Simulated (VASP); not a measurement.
# K (Im-3m) in VASP: further runs

The runs below take K through single point, with RPBE, r2SCAN.

All numbers are computed with VASP 6.6.1; they aren't measurements. Logs are shortened: lines on timing, memory, paths and dates and some standing lists are left out, and cuts for length are marked.

## 1. Starting point

The structure is cubic, space group Im-3m (No. 229). Conventional cell: a = 5.395 Å, b = 5.395 Å, c = 5.395 Å, α = 90.00°, β = 90.00°, γ = 90.00°.

## 2. Single point, RPBE

run.py

```python
from ase.calculators.vasp import Vasp
from ase.dft.bandgap import bandgap
from ase.io import read

atoms = read('K.cif', primitive_cell=True, subtrans_included=False)
calc = Vasp(
    directory='calc',
    xc='rpbe',
    pp='PBE',
    setups='recommended',
    pp_version='54',
    prec='Accurate',
    encut=520,
    ediff=1e-06,
    ismear=0,
    sigma=0.05,
    lreal=False,
    lasph=True,
    nelm=100,
    algo='Normal',
    isif=2,
    lwave=False,
    lcharg=False,
    kpts=[7, 7, 7],
    gamma=True,
    nbands=10,
)
atoms.calc = calc

print('energy (eV):', atoms.get_potential_energy())
print('free energy (eV):', atoms.get_potential_energy(force_consistent=True))
print('forces (eV/A):')
print(atoms.get_forces())
print('stress (eV/A^3, Voigt):', atoms.get_stress())
print('Fermi level (eV):', calc.get_fermi_level())
gap, top, bottom = bandgap(calc)
print('band gap (eV):', gap, 'from (spin, k, band)', top, 'to', bottom)
```

K.cif

```cif
data_K
_cell_length_a 5.39511703
_cell_length_b 5.39511703
_cell_length_c 5.39511703
_cell_angle_alpha 90.00000000
_cell_angle_beta 90.00000000
_cell_angle_gamma 90.00000000
_space_group_name_H-M_alt 'Im-3m'
_space_group_name_Hall '-I 4 2 3'
_space_group_IT_number 229
loop_
_space_group_symop_operation_xyz
'x,y,z'
'-x,-y,-z'
'-y,x,z'
'y,-x,-z'
'-x,-y,z'
'x,y,-z'
'y,-x,z'
'-y,x,-z'
'x,-y,-z'
'-x,y,z'
'-y,-x,-z'
'y,x,z'
'-x,y,-z'
'x,-y,z'
'y,x,-z'
'-y,-x,z'
'z,x,y'
'-z,-x,-y'
'z,-y,x'
'-z,y,-x'
'z,-x,-y'
'-z,x,y'
'z,y,-x'
'-z,-y,x'
'-z,x,-y'
'z,-x,y'
'-z,-y,-x'
'z,y,x'
'-z,-x,y'
'z,x,-y'
'-z,y,x'
'z,-y,-x'
'y,z,x'
'-y,-z,-x'
'x,z,-y'
'-x,-z,y'
'-y,z,-x'
'y,-z,x'
'-x,z,y'
'x,-z,-y'
'-y,-z,x'
'y,z,-x'
'-x,-z,-y'
'x,z,y'
'y,-z,-x'
'-y,z,x'
'x,-z,y'
'-x,z,-y'
'x+1/2,y+1/2,z+1/2'
'-x+1/2,-y+1/2,-z+1/2'
'-y+1/2,x+1/2,z+1/2'
'y+1/2,-x+1/2,-z+1/2'
'-x+1/2,-y+1/2,z+1/2'
'x+1/2,y+1/2,-z+1/2'
'y+1/2,-x+1/2,z+1/2'
'-y+1/2,x+1/2,-z+1/2'
'x+1/2,-y+1/2,-z+1/2'
'-x+1/2,y+1/2,z+1/2'
'-y+1/2,-x+1/2,-z+1/2'
'y+1/2,x+1/2,z+1/2'
'-x+1/2,y+1/2,-z+1/2'
'x+1/2,-y+1/2,z+1/2'
'y+1/2,x+1/2,-z+1/2'
'-y+1/2,-x+1/2,z+1/2'
'z+1/2,x+1/2,y+1/2'
'-z+1/2,-x+1/2,-y+1/2'
'z+1/2,-y+1/2,x+1/2'
'-z+1/2,y+1/2,-x+1/2'
'z+1/2,-x+1/2,-y+1/2'
'-z+1/2,x+1/2,y+1/2'
'z+1/2,y+1/2,-x+1/2'
'-z+1/2,-y+1/2,x+1/2'
'-z+1/2,x+1/2,-y+1/2'
'z+1/2,-x+1/2,y+1/2'
'-z+1/2,-y+1/2,-x+1/2'
'z+1/2,y+1/2,x+1/2'
'-z+1/2,-x+1/2,y+1/2'
'z+1/2,x+1/2,-y+1/2'
'-z+1/2,y+1/2,x+1/2'
'z+1/2,-y+1/2,-x+1/2'
'y+1/2,z+1/2,x+1/2'
'-y+1/2,-z+1/2,-x+1/2'
'x+1/2,z+1/2,-y+1/2'
'-x+1/2,-z+1/2,y+1/2'
'-y+1/2,z+1/2,-x+1/2'
'y+1/2,-z+1/2,x+1/2'
'-x+1/2,z+1/2,y+1/2'
'x+1/2,-z+1/2,-y+1/2'
'-y+1/2,-z+1/2,x+1/2'
'y+1/2,z+1/2,-x+1/2'
'-x+1/2,-z+1/2,-y+1/2'
'x+1/2,z+1/2,y+1/2'
'y+1/2,-z+1/2,-x+1/2'
'-y+1/2,z+1/2,x+1/2'
'x+1/2,-z+1/2,y+1/2'
'-x+1/2,z+1/2,-y+1/2'
loop_
_atom_site_label
_atom_site_type_symbol
_atom_site_symmetry_multiplicity
_atom_site_Wyckoff_symbol
_atom_site_fract_x
_atom_site_fract_y
_atom_site_fract_z
_atom_site_occupancy
K1 K 2 a 0.0000000000 0.0000000000 0.0000000000 1
```

Potentials or basis: VASP PAW PBE potentials, release 54 (K_sv).

Command:

```bash
python run.py
```

The program printed:

```text
energy (eV): -0.9395881
free energy (eV): -0.94046163
forces (eV/A):
[[ 0.  0. -0.]]
stress (eV/A^3, Voigt): [-0.00039182 -0.00039182 -0.00039182 -0.          0.          0.        ]
Fermi level (eV): -0.17682161
band gap (eV): 0.0 from (spin, k, band) (None, None, None) to (None, None, None)
```

OUTCAR:

```text
ENCUT = 520.000000
   EDIFF = 1.00e-06
   GGA = RP
   PREC = Accurate
   ISIF = 2
   ISMEAR = 0
   NELM = 100
   LASPH = .TRUE.
   LREAL = .FALSE.

 ion  position               nearest neighbor table
   1  0.000  0.000  0.000-

  LATTYP: Found a body centered cubic cell.
 ALAT       =     5.3951170300

  Lattice vectors:

 A1 = (  -2.6975585150,   2.6975585150,   2.6975585150)
 A2 = (   2.6975585150,  -2.6975585150,   2.6975585150)
 A3 = (   2.6975585150,   2.6975585150,  -2.6975585150)

Analysis of symmetry for initial positions (statically):
=====================================================================
 Subroutine PRICEL returns:
 Original cell was already a primitive cell.

 Routine SETGRP: Setting up the symmetry group for a
 body centered cubic supercell.

 Subroutine GETGRP returns: Found 48 space group operations
 (whereof 48 operations were pure point group operations)
 out of a pool of 48 trial point group operations.

The static configuration has the point symmetry O_h .

Analysis of symmetry for dynamics (positions and initial velocities):
=====================================================================
 Subroutine PRICEL returns:
 Original cell was already a primitive cell.

 Routine SETGRP: Setting up the symmetry group for a
 body centered cubic supercell.

 Subroutine GETGRP returns: Found 48 space group operations
 (whereof 48 operations were pure point group operations)
 out of a pool of 48 trial point group operations.

The dynamic configuration has the point symmetry O_h .

 Subroutine INISYM returns: Found 48 space group operations
 (whereof 48 operations are pure point group operations),
[... 121 lines left out ...]
 Gauss-broadening in eV      SIGMA  =   0.05
  energy-cutoff  :      520.00
  volume of cell :       78.52
 maximum number of plane-waves:      2128
   NGX = 17   NGY = 17   NGZ = 17

 number of electron       8.9999999 magnetization

 Free energy of the ion-electron system (eV)
  ---------------------------------------------------
  ext. energy  EPLUGINS =         0.00000000
  ---------------------------------------------------
  free energy    TOTEN  =        -0.94046163 eV

  energy without entropy =       -0.93871458  energy(sigma->0) =       -0.93958810

 E-fermi :  -0.1768     XC(G=0):  -5.3665

 val. band max:       -0.2112852496   @ k =  -0.2857   0.4286   0.1429
 cond. band min:      -0.0153006997   @ k =  -0.4286   0.4286   0.1429
 fundamental gap:      0.1959845499
 Fermi energy:        -0.1768216131

 k-point     1 :       0.0000    0.0000    0.0000
  band No.  band energies     occupation
      1     -32.4210      2.00000
      2     -15.8326      2.00000
      3     -15.8326      2.00000
      4     -15.8326      2.00000
      5      -2.1940      2.00000
      6       4.1444      0.00000
      7       4.1444      0.00000
      8       4.1444      0.00000
      9       4.9924      0.00000
     10       4.9924      0.00000
[... 235 lines left out ...]
 k-point    20 :      -0.4286    0.4286    0.4286
  band No.  band energies     occupation
      1     -32.4161      2.00000
      2     -15.8699      2.00000
      3     -15.8683      2.00000
      4     -15.8683      2.00000
      5       1.2123      0.00000
      6       1.6433      0.00000
      7       3.1751      0.00000
      8       3.1751      0.00000
      9       3.2176      0.00000
     10       5.6410      0.00000

------------------------ aborting loop because EDIFF is reached ----------------------------------------

  FORCE on cell =-STRESS in cart. coord.  units (eV):
  Direction    XX          YY          ZZ          XY          YZ          ZX
  --------------------------------------------------------------------------------------
  -------------------------------------------------------------------------------------
  Total        0.0307655      0.0307655      0.0307655      0.0000000      0.0000000     -0.0000000
  in kB        0.6277726      0.6277726      0.6277726      0.0000000      0.0000000     -0.0000000
  external PRESSURE =       0.6277726 kB  Pullay stress =       0.0000000 kB

 VOLUME and BASIS-vectors are now :
 -----------------------------------------------------------------------------
  energy-cutoff  :      520.00
  volume of cell :       78.52
      direct lattice vectors                 reciprocal lattice vectors
    -2.697558515  2.697558515  2.697558515     0.000000000  0.185352791  0.185352791
     2.697558515 -2.697558515  2.697558515     0.185352791  0.000000000  0.185352791
     2.697558515  2.697558515 -2.697558515     0.185352791  0.185352791  0.000000000

 POSITION                                       TOTAL-FORCE (eV/Angst)
 -----------------------------------------------------------------------------------
      0.00000      0.00000      0.00000         0.000000      0.000000     -0.000000
 -----------------------------------------------------------------------------------
    total drift:                               -0.000000      0.000000      0.000000

  FREE ENERGIE OF THE ION-ELECTRON SYSTEM (eV)
  ---------------------------------------------------
  free  energy   TOTEN  =        -0.9404616273 eV

  energy  without entropy=       -0.9387145779  energy(sigma->0) =       -0.93958810
```

INCAR:

```text
ENCUT = 520.000000
SIGMA = 0.050000
EDIFF = 1.00e-06
ALGO = Normal
GGA = RP
PREC = Accurate
ISIF = 2
ISMEAR = 0
NBANDS = 10
NELM = 100
LASPH = .TRUE.
LCHARG = .FALSE.
LWAVE = .FALSE.
LREAL = .FALSE.
```

It took 14 s on 1 thread of Intel Xeon Platinum 8488C (Sapphire Rapids), shared host; peak memory 0.19 GiB.

Results:

| Item | Value |
| --- | --- |
| Free energy | -0.9405 eV |
| Pressure | 0.1 GPa |
| Band gap on the k mesh | none (metal or under the smearing width) |

Caveat: the PAW data sets were made with another functional, which shifts forces and pressure a little.

## 3. Single point, r2SCAN

INCAR

```
SYSTEM = K
ADDGRID = .False.
ALGO = Normal
EDIFF = 1E-6
ENCUT = 450
ISIF = 2
ISMEAR = -1
LASPH = .True.
LCHARG = .False.
LMIXTAU = .True.
LREAL = .False.
LWAVE = .False.
METAGGA = R2SCAN
NBANDS = 10
NELM = 100
PREC = Accurate
SIGMA = 0.15
```

KPOINTS

```
k-points
0
Gamma
  10 10 10
  0 0 0
```

POSCAR

```
K
1.0
   -2.6975585167      2.6975585167      2.6975585167
    2.6975585167     -2.6975585167      2.6975585167
    2.6975585167      2.6975585167     -2.6975585167
K
1
Direct
    0.0000000000      0.0000000000      0.0000000000
```

Potentials or basis: VASP PAW PBE potentials, release 64 (K_pv).

Command:

```bash
cat potpaw_PBE.64/K_pv/POTCAR > POTCAR
mpirun -np 1 vasp_std > vasp.out
```

OUTCAR:

```text
SYSTEM = K
   EDIFF = 1E-6
   ENCUT = 450
   ISIF = 2
   ISMEAR = -1
   LASPH = .True.
   LREAL = .False.
   METAGGA = R2SCAN
   NELM = 100
   PREC = Accurate

 Found     47 irreducible k-points:

 Following reciprocal coordinates:
            Coordinates               Weight
  0.000000  0.000000  0.000000      1.000000
  0.100000  0.000000  0.000000     12.000000
  0.200000  0.000000  0.000000     12.000000
  0.300000  0.000000  0.000000     12.000000
  0.400000  0.000000  0.000000     12.000000
  0.500000  0.000000  0.000000      6.000000
   k-points           NKPTS =     47   k-points in BZ     NKDIM =     47   number of bands    NBANDS=     10
   number of dos      NEDOS =    301   number of ions     NIONS =      1
   total plane-waves  NPLWV =  32768
   dimension x,y,z NGX =    32 NGY =   32 NGZ =   32
   dimension x,y,z NGXF=    64 NGYF=   64 NGZF=   64
   ions per type =               1
   NGX,Y,Z   is equivalent  to a cutoff of  11.39, 11.39, 11.39 a.u.
   NGXF,Y,Z  is equivalent  to a cutoff of  22.77, 22.77, 22.77 a.u.
 SYSTEM =  K
   PREC   = accura    normal or accurate (medium, high low for compatibility)
   ISTART =      0    job   : 0-new  1-cont  2-samecut
   ICHARG =      2    charge: 1-file 2-atom 10-const
   ISPIN  =      1    spin polarized calculation?
   LNONCOLLINEAR =      F non collinear calculations
   LSORBIT =      F    spin-orbit coupling
   LASPH  =      T    aspherical Exc in radial PAW
   ENCUT  =  450.0 eV  33.07 Ry    5.75 a.u.   8.08  8.08  8.08*2*pi/ulx,y,z
   NELM   =    100;   NELMIN=  2; NELMDL= -5     # of ELM steps
   EDIFF  = 0.1E-05   stopping-criterion for ELM
   LREAL  =      F    real-space projection
   EDIFFG = 0.1E-04   stopping-criterion for IOM
   NSW    =      0    number of steps for IOM
   IBRION =     -1    ionic relax: 0-MD 1-quasi-New 2-CG
   NFREE  =      0    steps in history (QN), initial steepest desc. (CG)
   ISIF   =      2    stress and relaxation
   ISYM   =      2    0-nonsym 1-usesym 2-fastsym
   POTIM  = 0.5000    time-step for ionic-motion
   TEBEG  =    0.0;   TEEND  =   0.0 temperature during run
   PSTRESS=    0.0 pullay stress
   NELECT =       7.0000    total number of electrons
   NUPDOWN=      -1.0000    fix difference up-down
   EMIN   =  10.00;   EMAX   =-10.00  energy-range for DOS
   EFERMI =   0.00;   METHOD = LEGACY
   ISMEAR =    -1;   SIGMA  =   0.15  broadening in eV -4-tet -1-fermi 0-gaus
   EFERMI_NEDOS =   21; number of points for ismear=-14 and -15
   IALGO  =     38    algorithm
   IMIX   =      4    mixing-type and parameters
     AMIX     =   0.40;   BMIX     =  1.00
     AMIX_MAG =   1.60;   BMIX_MAG =  1.00
  volume/ion in A,a.u.               =      78.52       529.87
  Fermi-wavevector in a.u.,A,eV,Ry     =   0.731335  1.382024  7.277097  0.534852
  Thomas-Fermi vector in A             =   1.823527
   LORBIT       =      0    0 simple, 1 ext, 2 COOP (PROOUT), +10 PAW based schemes
   METAGGA = R2SCAN    functional components
   LHFCALC =     F    Hartree Fock is set to
   AEXX    =    0.0000 exact exchange contribution
   IVDW    =     0    specifies the selected vdW correction
   LEPSILON=     F    determine dielectric tensor
   LRPA    =     F    only Hartree local field effects (RPA)
 non-spin polarized calculation
  energy-cutoff  :      450.00
  volume of cell :       78.52
 maximum number of plane-waves:      1722
   NGX = 17   NGY = 17   NGZ = 17

 number of electron       7.0000001 magnetization

 Free energy of the ion-electron system (eV)
  ---------------------------------------------------
  ext. energy  EPLUGINS =         0.00000000
  ---------------------------------------------------
  free energy    TOTEN  =        -6.00420415 eV

  energy without entropy =       -5.94749162  energy(sigma->0) =       -5.97584789

 E-fermi :  -1.2201     XC(G=0):  -5.7872

 val. band max:       -1.2258974899   @ k =   0.3000   0.2000  -0.0000
 cond. band min:      -1.1292766058   @ k =  -0.4000   0.4000   0.2000
 fundamental gap:      0.0966208842
 Fermi energy:        -1.2200858944

 k-point     1 :       0.0000    0.0000    0.0000
  band No.  band energies     occupation
      1     -17.4921      2.00000
      2     -17.4921      2.00000
      3     -17.4921      2.00000
      4      -3.4266      2.00000
      5       3.5601      0.00000
      6       3.5602      0.00000
      7       3.5602      0.00000
      8       4.5386      0.00000
      9       4.5386      0.00000
     10       7.0473      0.00000
[... 53 lines left out ...]
 k-point     6 :       0.5000    0.0000    0.0000
  band No.  band energies     occupation
      1     -17.5482      2.00000
      2     -17.5109      2.00000
      3     -17.4921      2.00000
      4      -0.6416      0.04140
      5      -0.5990      0.03132
      6       2.2812      0.00000
      7       4.1744      0.00000
      8       4.9772      0.00000
      9       5.1694      0.00000
     10       5.6139      0.00000

 [... further k-points ...]

------------------------ aborting loop because EDIFF is reached ----------------------------------------

  FORCE on cell =-STRESS in cart. coord.  units (eV):
  Direction    XX          YY          ZZ          XY          YZ          ZX
  --------------------------------------------------------------------------------------
  -------------------------------------------------------------------------------------
  Total       -0.0357348     -0.0357348     -0.0357348      0.0000000      0.0000000      0.0000000
  in kB       -0.7291707     -0.7291707     -0.7291707      0.0000000      0.0000000      0.0000000
  external PRESSURE =      -0.7291707 kB  Pullay stress =       0.0000000 kB

 VOLUME and BASIS-vectors are now :
 -----------------------------------------------------------------------------
  energy-cutoff  :      450.00
  volume of cell :       78.52
      direct lattice vectors                 reciprocal lattice vectors
    -2.697558517  2.697558517  2.697558517     0.000000000  0.185352791  0.185352791
     2.697558517 -2.697558517  2.697558517     0.185352791  0.000000000  0.185352791
     2.697558517  2.697558517 -2.697558517     0.185352791  0.185352791  0.000000000

 POSITION                                       TOTAL-FORCE (eV/Angst)
 -----------------------------------------------------------------------------------
      0.00000      0.00000      0.00000        -0.000000      0.000000      0.000000
 -----------------------------------------------------------------------------------
    total drift:                                0.000000      0.000000     -0.000000

  FREE ENERGIE OF THE ION-ELECTRON SYSTEM (eV)
  ---------------------------------------------------
  free  energy   TOTEN  =        -6.0042041517 eV

  energy  without entropy=       -5.9474916185  energy(sigma->0) =       -5.97584789
```

It took 80 s on 1 thread of Intel Xeon Platinum 8559C (Emerald Rapids), shared host; peak memory 0.19 GiB.

These settings aren't checked as converged: the numbers below hold their error.

What came out:

| Property | Result |
| --- | --- |
| Free energy | -6.0042 eV |
| Pressure | -0.1 GPa |
| Band gap on the k mesh | none (metal or under the smearing width) |

Caveat: the PAW data sets were made with another functional, which shifts forces and pressure a little.

## 4. The reference run

An earlier run on the cell as given: functional PBE; potentials or basis VASP PAW PBE potentials, release 64 (K_sv); cutoff 520 eV; k mesh 7 × 7 × 7; occupations fermi-dirac, width 0.05 eV; no spin polarisation.

- Pressure: -0.2 GPa
- Band gap on the k mesh: none (metal or under the smearing width)
